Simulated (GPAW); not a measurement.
Crystal: Sb.

```xyz
1
Lattice="-1.8713 1.8713 1.8713 1.8713 -1.8713 1.8713 1.8713 1.8713 -1.8713" Properties=species:S:1:pos:R:3 pbc="T T T"
Sb    0.0000    0.0000    0.0000
```

This isn't the form of Sb at room conditions, which is rhombohedral.

Base run:

```yaml
Program: GPAW 26.7.0
Functional: PBE
Potentials_or_basis: GPAW PAW data sets (gpaw-data 1.2.1)
Cutoff: 600 eV
Basis: pw
k_mesh: 10 × 10 × 10
Occupations: fermi-dirac, width 0.05 eV
Spin: no spin polarisation
```

Its results: band gap on the k mesh none (metal or under the smearing width); pressure 2.8 GPa.

The run is repeated on the same cell with these changes: functional from PBE to PBEsol; potentials or basis from GPAW PAW data sets (gpaw-data 1.2.1) to PAW data sets generated in the run's folder for this functional. What comes out?

Band gap on the k mesh none (metal or under the smearing width); pressure -0.4 GPa.
